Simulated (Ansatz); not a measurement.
# MnS (F-43m) in Ansatz: notebook

Aim: see how the results for MnS move with the level of theory and the settings. Levels: BLYP, PBE. Tasks: relaxation of cell and atoms, single point.

Program: Ansatz 0.2.0. These are calculated values, not measurements. Logs are shortened: lines on timing, memory, paths and dates and some standing lists are left out, and cuts for length are marked.

## Step 1: The structure

The structure is cubic, space group F-43m (No. 216). The conventional cell has a = 4.947 Å, b = 4.947 Å, c = 4.947 Å, α = 90.00°, β = 90.00°, γ = 90.00°. Around Mn (site symmetry -43m) lie 4 S at 2.14 Å. Around S (site symmetry -43m) lie 4 Mn at 2.14 Å.

The cell is a database's computed one.

## Step 2: Relaxation of cell and atoms, BLYP, collinear spin, ferromagnetic start

input.yaml

```yaml
crystal:
  lattice:
    - [0.0, 2.4734634191, 2.4734634191]
    - [2.4734634191, 0.0, 2.4734634191]
    - [2.4734634191, 2.4734634191, 0.0]
  atoms:
    - { symbol: Mn, position: [0.0, 0.0, 0.0], spin: 4.0 }
    - { symbol: S, position: [0.75, 0.75, 0.75] }
hamiltonian:
  xc: blyp
  pseudopotentials: { kind: paw }
magnetization:
  spin_polarized: true
kpoints:
  mp_grid: { grid: [9, 9, 9] }
scf:
  occupations: { method: fermi_dirac, width: 0.05 }
output:
  forces: true
  stress: true
relax:
  f_tol: 0.01
  max_steps: 40
  cell: { stress_tol: 0.05 }
```

Potentials or basis: Ansatz PAW.

Launch:

```
ansatz run input.yaml --threads 2 --pin off --max-ram 5632MiB --backend cpu --events-out ev --progress --plain --runs-dir out
```

The log of the run:

```text
Warning: RAYON_NUM_THREADS=2 ignored (pool sized by the plan → 2); use --threads N
Engine: ansatz 0.2.0, x86_64-unknown-linux-gnu
Pseudopotentials: kind: paw
Pseudopotential: Mn, paw, valence charge 15, recommended cutoff 420 eV (normal), Mn.paw.azcp
Pseudopotential: S, paw, valence charge 6, recommended cutoff 420 eV (normal), S.paw.azcp
Functional definition: BLYP
  parameter beta = 0.0042
  parameter a = 0.04918
  parameter b = 0.132
  parameter c = 0.2533
  parameter d = 0.349
  exchange = b88_x(beta = beta)
  correlation = lyp_c(a = a, b = b, c = c, d = d)
Crystal: 2 atoms, lattice volume = 30.265 Å³
Basis set: ecut = 420 eV, 609 PW (Γ), exchange–correlation on 48×48×48 points (8 copies of the dense FFT grid, shifted against one another)
Bands: 17, of which v1, the nominal top of the filled ones, is band 11 counted from 1 (10 counted from 0)
Symmetry: 24 space group operations
Space group: F-43m (ITA 216), of the structure as read, at distance tolerance 3.1e-5 Å
Magnetic group: BNS 216.74 (UNI 1576), of the structure as read, at distance tolerance 3.1e-5 Å
k-points: 35 of 729 (time reversal used)
Non-local potential: Mn, projectors of the file, l = 0: 3, l = 1: 2, l = 2: 3, l = 3: 1
Non-local potential: S, projectors of the file, l = 0: 2, l = 1: 2, l = 2: 2
PAW form: soft (Blöchl's): semilocal exchange-correlation on the pseudo side does not see the compensation charge
PAW frozen core: Mn, regenerated for the run's functional, and the local potential with it (the file was generated under x = pbe(κ = 0.804, μ = 0.2195149727645171), c = pbe(β = 0.06672455060314922))
PAW frozen core: S, regenerated for the run's functional, and the local potential with it (the file was generated under x = pbe(κ = 0.804, μ = 0.2195149727645171), c = pbe(β = 0.06672455060314922))
PAW one-centre angular grid: Mn, 590 points (default); XC on 64 Gauss nodes
PAW one-centre angular grid: S, 110 points (default); XC on 64 Gauss nodes
Initial density: superposition of atomic densities (chi_scale 0.1, normalization cell, long waves kept (reshape's long-wave potential 0.00 eV rms))
Starting moments: Σ|m| = 4 μB on 1 of 2 sites
Initial wavefunctions: pseudopotential atomic-orbital guess
Functional: x = b88, c = lyp
SCF iter   1: F=—  HF=-4811.399750 eV  |F-HF|=—  |Δ(HF+E_count)|=         —  Δρ=3.67e-2 (↑3.21e-2 ↓3.67e-2)  dr2=1.34e0  dr2_m=2.61e-2  M=3.772 μB ∫|m|=3.774 μB  β_m=0.30  ethr=3.10e-3  ⟨swp⟩=5.3  Hψ=6028  notcnv=0
Mixer restart at iter 1: flushing history
preconditioner: auto → Kerker (q_TF=auto, 2.567 Å⁻¹)  [metal: Δε(μ)=0.012 eV  Ē_g=11.077 eV  σ=0.050 eV  W_gap=0.06  n_scr=14 (ndim 8)  ℏωp=24.3 eV  f_vac=0.000  D(μ)=2.06/eV (n_scr^D=14)]
spin=Collinear: Kerker preconditioning applied to the charge; magnetization (m = ρ↑ − ρ↓) channel mixes plain (no charge-response kernel on spin).
SCF iter   2: F=—  HF=-4811.971821 eV  |F-HF|=—  |Δ(HF+E_count)|=   5.72e-1  Δρ=3.29e-2 (↑1.51e-2 ↓3.29e-2)  dr2=6.56e-1  dr2_m=5.90e-2  M=3.622 μB ∫|m|=3.626 μB  β_m=0.54  ethr=3.10e-3  ⟨swp⟩=2.5  Hψ=2317  notcnv=0  defer=75
SCF iter   3: F=—  HF=-4812.706783 eV  |F-HF|=—  |Δ(HF+E_count)|=   7.35e-1  Δρ=2.86e-2 (↑1.56e-2 ↓2.86e-2)  dr2=2.31e-1  dr2_m=1.14e-1  M=3.284 μB ∫|m|=3.299 μB  β_m=0.42  ethr=3.10e-3  ⟨swp⟩=2.2  Hψ=1748  notcnv=0  defer=75
SCF iter   4: F=—  HF=-4814.641728 eV  |F-HF|=—  |Δ(HF+E_count)|=         —  Δρ=1.92e-1 (↑1.92e-1 ↓1.61e-1)  dr2=2.87e-1  dr2_m=8.52e0  M=0.583 μB ∫|m|=0.696 μB  β_m=1.00  ethr=1.10e-3  ⟨swp⟩=2.2  Hψ=2127  notcnv=0  defer=79
Mixer restart at iter 4: flushing history
SCF iter   5: F=—  HF=-4813.556607 eV  |F-HF|=—  |Δ(HF+E_count)|=    1.09e0  Δρ=6.10e-2 (↑1.69e-2 ↓6.10e-2)  dr2=1.54e0  dr2_m=1.48e-1  M=0.297 μB ∫|m|=0.355 μB  β_m=0.77  ethr=2.38e-4  ⟨swp⟩=3.5  Hψ=2993  notcnv=0  defer=76
SCF iter   6: F=—  HF=-4813.687470 eV  |F-HF|=—  |Δ(HF+E_count)|=   1.31e-1  Δρ=4.83e-2 (↑4.83e-2 ↓2.76e-2)  dr2=1.10e0  dr2_m=3.31e-2  M=0.256 μB ∫|m|=0.284 μB  β_m=0.61  ethr=2.38e-4  ⟨swp⟩=4.1  Hψ=3611  notcnv=0  defer=57
SCF iter   7: F=—  HF=-4813.336082 eV  |F-HF|=—  |Δ(HF+E_count)|=   3.51e-1  Δρ=1.35e-2 (↑7.20e-3 ↓1.35e-2)  dr2=2.60e-2  dr2_m=2.77e-2  M=0.231 μB ∫|m|=0.258 μB  β_m=0.81  ethr=2.38e-4  ⟨swp⟩=3.2  Hψ=3214  notcnv=0  defer=91
SCF iter   8: F=—  HF=-4813.332977 eV  |F-HF|=—  |Δ(HF+E_count)|=   3.10e-3  Δρ=3.06e-3 (↑3.06e-3 ↓1.48e-3)  dr2=1.30e-3  dr2_m=1.24e-3  M=0.150 μB ∫|m|=0.161 μB  β_m=0.90  ethr=1.24e-4  ⟨swp⟩=2.2  Hψ=2002  notcnv=0  defer=91
SCF iter   9: F=—  HF=-4813.333474 eV  |F-HF|=—  |Δ(HF+E_count)|=   4.97e-4  Δρ=1.32e-3 (↑1.32e-3 ↓3.34e-4)  dr2=5.25e-4  dr2_m=1.47e-4  M=0.107 μB ∫|m|=0.113 μB  β_m=0.95  ethr=6.19e-6  ⟨swp⟩=2.2  Hψ=1909  notcnv=0  defer=91
SCF iter  10: F=—  HF=-4813.333448 eV  |F-HF|=—  |Δ(HF+E_count)|=   2.59e-5  Δρ=1.16e-3 (↑5.00e-4 ↓1.16e-3)  dr2=1.43e-4  dr2_m=1.71e-4  M=0.090 μB ∫|m|=0.095 μB  β_m=0.98  ethr=2.50e-6  ⟨swp⟩=2.7  Hψ=2060  notcnv=0  defer=91
SCF iter  11: F=—  HF=-4813.333494 eV  |F-HF|=—  |Δ(HF+E_count)|=   4.64e-5  Δρ=6.89e-4 (↑6.89e-4 ↓2.87e-4)  dr2=5.72e-5  dr2_m=6.40e-5  M=0.060 μB ∫|m|=0.064 μB  β_m=0.99  ethr=6.81e-7  ⟨swp⟩=2.5  Hψ=1998  notcnv=0  defer=91
[... 95 lines left out ...]
iter 1 solved again at ethr=1.08e-8 eV; its pass at ethr=3.10e-3 eV (dr2=2.26e-6 eV) is discarded
SCF iter   1: F=—  HF=-4813.404979 eV  |F-HF|=—  |Δ(HF+E_count)|=         —  Δρ=9.70e-5 (↑4.74e-5 ↓9.70e-5)  dr2=1.90e-6  dr2_m=1.23e-6  M=-0.158 μB ∫|m|=0.168 μB  β_m=0.65  ethr=1.08e-8  ⟨swp⟩=2.1  Hψ=6148  notcnv=0
preconditioner: auto → none  [metal: Δε(μ)=0.026 eV  Ē_g=10.154 eV  σ=0.050 eV  W_gap=0.13  n_scr=0 (ndim 8)  ℏωp=23.4 eV  f_vac=0.003  D(μ)=2.65/eV (n_scr^D=26)]
SCF iter   2: F=—  HF=-4813.404978 eV  |F-HF|=—  |Δ(HF+E_count)|=   5.04e-7  Δρ=7.35e-5 (↑4.42e-5 ↓7.35e-5)  dr2=3.39e-6  dr2_m=2.37e-7  M=-0.157 μB ∫|m|=0.167 μB  β_m=0.38  ethr=9.03e-9  ⟨swp⟩=2.3  Hψ=1885  notcnv=0
SCF iter   3: F=—  HF=-4813.404978 eV  |F-HF|=—  |Δ(HF+E_count)|=   9.86e-8  Δρ=2.36e-5 (↑2.30e-5 ↓2.36e-5)  dr2=3.32e-8  dr2_m=1.50e-7  M=-0.157 μB ∫|m|=0.167 μB  β_m=0.44  ethr=9.03e-9  ⟨swp⟩=2.7  Hψ=1958  notcnv=0
SCF iter   4: F=—  HF=-4813.404979 eV  |F-HF|=—  |Δ(HF+E_count)|=   5.18e-7  Δρ=2.62e-5 (↑1.63e-5 ↓2.62e-5)  dr2=6.63e-8  dr2_m=1.30e-7  M=-0.157 μB ∫|m|=0.167 μB  β_m=0.72  ethr=1.58e-10  ⟨swp⟩=2.5  Hψ=1885  notcnv=0
SCF iter   5: F=—  HF=-4813.404979 eV  |F-HF|=—  |Δ(HF+E_count)|=   4.74e-7  Δρ=1.74e-5 (↑1.09e-5 ↓1.74e-5)  dr2=6.18e-8  dr2_m=5.38e-8  M=-0.157 μB ∫|m|=0.167 μB  β_m=0.63  ethr=1.58e-10  ⟨swp⟩=2.2  Hψ=1959  notcnv=0
SCF iter   6: F=—  HF=-4813.404979 eV  |F-HF|=—  |Δ(HF+E_count)|=   1.37e-7  Δρ=7.88e-6 (↑3.43e-6 ↓7.88e-6)  dr2=1.06e-8  dr2_m=8.95e-9  M=-0.156 μB ∫|m|=0.167 μB  β_m=0.60  ethr=1.58e-10  ⟨swp⟩=2.0  Hψ=1650  notcnv=0
SCF iter   7: F=—  HF=-4813.404979 eV  |F-HF|=—  |Δ(HF+E_count)|=   2.53e-8  Δρ=2.91e-6 (↑8.36e-7 ↓2.91e-6)  dr2=2.30e-9  dr2_m=8.43e-10  M=-0.156 μB ∫|m|=0.167 μB  β_m=0.80  ethr=5.05e-11  ⟨swp⟩=2.2  Hψ=1658  notcnv=0
SCF iter   8: F=—  HF=-4813.404979 eV  |F-HF|=—  |Δ(HF+E_count)|=   8.37e-9  Δρ=6.97e-7 (↑5.87e-7 ↓6.97e-7)  dr2=4.94e-10  dr2_m=3.69e-12  M=-0.156 μB ∫|m|=0.167 μB  β_m=0.90  ethr=1.09e-11  ⟨swp⟩=2.1  Hψ=1769  notcnv=0
SCF iter   9: F=-4813.404979 eV  HF=-4813.404979 eV  |F-HF|=8.64e-10  |Δ(HF+E_count)|=   1.20e-9  Δρ=1.12e-6 (↑1.12e-6 ↓5.73e-7)  dr2=9.53e-10  dr2_m=3.02e-11  M=-0.156 μB ∫|m|=0.167 μB  ethr=2.35e-12  ⟨swp⟩=1.1  Hψ=3487  notcnv=0
the starting moments were not kept: the SCF closed with an absolute magnetisation of 1.6e-1 μB, where they sum to 4 μB in size (1 site). That is at most 0.1 of that sum.
SCF 6 converged in 9 iterations: F = -4813.404979 eV  dr2 = 9.53e-10
relax step   6: F+E_penalty+E_count = -4813.40497931 eV  Δ(F+E_penalty+E_count) = -9.340e-7 eV  max|allowed force component| = 1.422e-16 eV/Å  Δτ_max = 0.0000 Å  P = +0.001 GPa  Ω = 32.661 Å³  energy of the carried Pulay correction = -1.965e-6 eV  (9 SCF iters, dr2 threshold 8.07e-9 eV, accepted)
iter 1 solved again at ethr=2.25e-7 eV; its pass at ethr=3.10e-3 eV (dr2=4.73e-5 eV) is discarded
SCF iter   1: F=—  HF=-4813.404980 eV  |F-HF|=—  |Δ(HF+E_count)|=         —  Δρ=7.10e-7 (↑7.10e-7 ↓6.09e-7)  dr2=1.34e-11  dr2_m=1.26e-10  M=-0.156 μB ∫|m|=0.167 μB  β_m=0.65  ethr=2.25e-7  ⟨swp⟩=3.1  Hψ=9332  notcnv=0
eigensolver tolerance schedule: the retry pair's looser diagonalisation over-reported the residual by 3524276.32 of it (diagonalisation noise at an unbounded share of the residual, at the tolerance the schedule requests for it); recorded, not acted on — ethr = c·dr2/N_el stays at c = 1.0e-1
SCF iter   2: F=—  HF=-4813.404979 eV  |F-HF|=—  |Δ(HF+E_count)|=   5.71e-7  Δρ=6.29e-7 (↑6.29e-7 ↓3.71e-7)  dr2=3.09e-11  dr2_m=7.25e-11  M=-0.156 μB ∫|m|=0.167 μB  β_m=0.65  ethr=1.00e-12  ⟨swp⟩=3.2  Hψ=2537  notcnv=0
SCF iter   3: F=—  HF=-4813.404979 eV  |F-HF|=—  |Δ(HF+E_count)|=  6.46e-11  Δρ=7.13e-7 (↑2.09e-7 ↓7.13e-7)  dr2=1.01e-10  dr2_m=5.43e-11  M=-0.156 μB ∫|m|=0.167 μB  β_m=0.66  ethr=1.00e-12  ⟨swp⟩=2.5  Hψ=1775  notcnv=0
SCF iter   4: F=—  HF=-4813.404979 eV  |F-HF|=—  |Δ(HF+E_count)|=  1.91e-11  Δρ=3.97e-7 (↑1.99e-7 ↓3.97e-7)  dr2=3.77e-11  dr2_m=1.98e-11  M=-0.156 μB ∫|m|=0.167 μB  β_m=0.76  ethr=1.00e-12  ⟨swp⟩=1.3  Hψ=1219  notcnv=0
SCF iter   5: F=—  HF=-4813.404979 eV  |F-HF|=—  |Δ(HF+E_count)|=  4.55e-12  Δρ=3.16e-7 (↑2.29e-7 ↓3.16e-7)  dr2=7.79e-11  dr2_m=8.21e-13  M=-0.156 μB ∫|m|=0.167 μB  β_m=0.79  ethr=1.00e-12  ⟨swp⟩=1.5  Hψ=1254  notcnv=0
SCF iter   6: F=—  HF=-4813.404979 eV  |F-HF|=—  |Δ(HF+E_count)|=  8.19e-12  Δρ=1.23e-7 (↑8.36e-8 ↓1.23e-7)  dr2=1.20e-11  dr2_m=2.11e-13  M=-0.156 μB ∫|m|=0.167 μB  β_m=0.85  ethr=1.00e-12  ⟨swp⟩=1.4  Hψ=1227  notcnv=0
SCF iter   7: F=-4813.404979 eV  HF=-4813.404979 eV  |F-HF|=2.73e-12  |Δ(HF+E_count)|=  9.09e-13  Δρ=5.08e-8 (↑5.08e-8 ↓4.05e-8)  dr2=2.81e-12  dr2_m=9.31e-15  M=-0.156 μB ∫|m|=0.167 μB  ethr=1.00e-12  ⟨swp⟩=4.0  Hψ=4460  notcnv=0
the starting moments were not kept: the SCF closed with an absolute magnetisation of 1.6e-1 μB, where they sum to 4 μB in size (1 site). That is at most 0.1 of that sum.
SCF 7 converged in 7 iterations: F = -4813.404979 eV  dr2 = 2.81e-12
relax step   7: F+E_penalty+E_count = -4813.40497932 eV  Δ(F+E_penalty+E_count) = -7.849e-10 eV  max|allowed force component| = 1.261e-16 eV/Å  Δτ_max = 0.0000 Å  P = +0.001 GPa  Ω = 32.661 Å³  stress off target by 9.08e-4 GPa  SCF on the basis re-selected at this cell (its energy is not comparable with the rows above)  (7 SCF iters)
basis re-selected at this cell: Δ(F+E_penalty+E_count) = -7.849e-10 eV, ΔP = +0.000 GPa vs the last step (what re-selecting the basis moved, of the pressure what is left beyond the Pulay correction that the steps carried, after the strain that the cell walked since its last selection, with what the two solves' SCF thresholds leave and, on support functions, any second-order correction that the steps lacked; it is no measure of the basis error at this ecutwfc). This SCF's stress stands 9.08e-4 GPa from its target on what of the cell is left free (relax.cell.stress_tol is 5.00e-2 GPa) and its largest allowed force component is 1.26e-16 eV/Å (relax.f_tol is 1.00e-2 eV/Å): within both
SCF converged after 7 iterations
Magnetization: -0.1565 μB (10.4218 up, 10.5782 down)
Absolute magnetization: 0.1668 μB (∫|ρ↑−ρ↓|, with the PAW one-centre terms)
Spin contamination: 0.0016 ħ² per cell (⟨S²⟩ above its minimum at these occupations)
Per-site moments (μB) at R_I (Å): [(-0.13621456639026638, 0.9063339243906201), (0.001666279605613224, 0.9063339243906201)]
Free energy (F): -4813.404979 eV
Harris-Foulkes:  -4813.404979 eV  (|F-HF|=2.73e-12)
Internal energy: -4813.383323 eV  (E = F + TS)
E sigma→0 (E₀):  -4813.394151 eV
Entropy (-TS):   -0.021656 eV (-10.828 meV/atom)
Fermi energy:    11.007754 eV
--- Per-component energies (eV) ---
  E_band       = -271.240566
  E_kinetic    = 419.199399
  E_local      = -2522.861526  (includes V_loc(G=0)·N_el)
  E_nonlocal   = 269.787985
  E_hartree    = 1048.890856
  E_xc         = -209.360401
  E_vxc        = -229.958141  (∫ρ·V_xc dr)
  E_paw        = -1916.300570  (= ΣΔE_a)
  E_vpaw       = -305.189890  (= ΣTr[D̂ρ^β])
  E_aug_tail   = -0.000008  (compensation charges beyond the density's cutoff)
  E_ewald      = -1902.769220
  E_core_change = 0.030161  (= ΣΔE_core)
  E_smearing   = -0.021656  (= −TS)
  E_closure    = -0.000000  (closes the sum)
  Σ components = -4813.404979   (vs F -4813.404979, Δ=0.00e0)
--- Forces (eV/Å), atoms counted from 1 ---
  atom   1  Mn     0.00000000    -0.00000000     0.00000000
  atom   2  S      0.00000000     0.00000000     0.00000000
  max |Σ_I F_I| component: 2.66e-16 eV/Å
--- Stress (GPa, compression-positive) ---
        0.000908       0.000000       0.000000
        0.000000       0.000908       0.000000
        0.000000       0.000000       0.000908
  P = ⅓ Tr σ = 0.0009 GPa (0.009 kbar)
--- Relaxed structure (5 steps of the walk, 5 accepted, 2 SCFs on fresh bases) ---
  F+E_penalty+E_count = -4813.40497932 eV   max|allowed force component| = 1.261e-16 eV/Å   (the final SCF, on the basis selected at the relaxed cell)
  cell:  # Å, volume = 32.6611 Å³
    - [-8.789516756744894e-34, 2.5370770192611607, 2.5370770192611607]
    - [2.5370770192611607, -4.649526980017225e-33, 2.5370770192611607]
    - [2.5370770192611607, 2.5370770192611607, -5.095372032895589e-33]
  atoms:
    - { symbol: Mn, position: [-1.0827919702519849e-33, 9.027321819404189e-34, 1.2514966367781368e-33] }
    - { symbol: S, position: [0.75, 0.75, 0.75] }
```

Run time: 71 s. Hardware: 2 threads of Intel Xeon at 2.50GHz (Skylake/Cascade Lake), shared host; peak memory 0.37 GiB.

Results:

```
Free energy                            : -4813.4050 eV
Relaxed volume                         : 16.33 Å³/atom
Relaxed cell                           : a = 3.588 Å, b = 3.588 Å, c = 3.588 Å, α = 60.00°, β = 60.00°, γ = 60.00°
Space group after relaxing (to 0.05 Å) : F-43m (No. 216)
Energy gained by relaxing              : 35.7 meV/atom
Ionic steps                            : 7
Pressure after relaxing                : 0.0 GPa
Net moment                             : -0.16 μB per cell
Absolute moment                        : 0.17 μB per cell
Site moments                           : Mn -0.14; S +0.00 μB
```

The path:
```tsv
step	energy change (eV)	largest force (eV/Å)	volume (Å³)
1	0.0000	0.0000	30.27
2	-0.0598	0.0000	31.66
3	-0.0708	0.0000	32.53
4	-0.0710	0.0000	32.65
5	-0.0715	0.0000	32.65
6	-0.0715	0.0000	32.66
7	-0.0715	0.0000	32.66
```

Final structure:
```
Mn S
1.0
     0.00000    2.53708    2.53708
     2.53708    0.00000    2.53708
     2.53708    2.53708    0.00000
Mn S
1 1
Cartesian
  0.0000 0.0000 0.0000
  3.8056 3.8056 3.8056
```

Caveat: the plane-wave basis is chosen anew once the cell has moved, so the energies of steps on either side of that aren't comparable; the moment fell far below its start of 4 μB, so a state of higher moment may lie lower in energy; the PAW data sets come from PBE, with cores solved anew for the run's functional, which leaves a small shift of forces and pressure; the starting moments weren't kept.

## Step 3: Single point, PBE, collinear spin, ferromagnetic start

input.yaml, as its differences from that of step 2:

```diff
@@ -9,3 +9,3 @@
 hamiltonian:
-  xc: blyp
+  xc: pbe
   pseudopotentials: { kind: paw }
@@ -16,3 +16,3 @@
 scf:
-  occupations: { method: fermi_dirac, width: 0.05 }
+  occupations: { method: gaussian, width: 0.012 }
 output:
@@ -20,5 +20,2 @@
   stress: true
-relax:
-  f_tol: 0.01
-  max_steps: 40
-  cell: { stress_tol: 0.05 }
+  eigenvalues: true
```

Potentials or basis: Ansatz PAW.

Launch:

```
ansatz run input.yaml --threads 2 --pin off --max-ram 5632MiB --backend cpu --events-out ev --progress --plain --runs-dir out
```

Wall time 20 s (2 threads of Intel Xeon at 2.50GHz (Skylake/Cascade Lake), shared host); peak memory 0.35 GiB.

It converged, with:

```
Free energy            : -4801.4506 eV
Pressure               : 2.9 GPa
Band gap on the k mesh : none (metal or under the smearing width)
Net moment             : 0.22 μB per cell
Absolute moment        : 0.24 μB per cell
Site moments           : Mn +0.19; S -0.00 μB
```

Levels at points of the mesh, in eV from the Fermi level:
Spin up:
| k point | band 9 | band 10 | band 11 | band 12 | band 13 | band 14 |
| --- | --- | --- | --- | --- | --- | --- |
| (0.00, 0.00, 0.00) | -0.91 | -0.91 | 3.68 | 3.68 | 3.68 | 3.76 |
Spin down:
| k point | band 7 | band 8 | band 9 | band 10 | band 11 | band 12 | band 13 | band 14 |
| --- | --- | --- | --- | --- | --- | --- | --- | --- |
| (0.00, 0.00, 0.00) | -4.69 | -4.69 | -0.62 | -0.62 | 3.74 | 3.74 | 3.74 | 3.79 |

Caveat: the moment fell far below its start of 4 μB, so a state of higher moment may lie lower in energy; semilocal functionals often make such compounds metallic where correlation or magnetic order opens a gap, which also shifts bond lengths; the starting moments weren't kept.
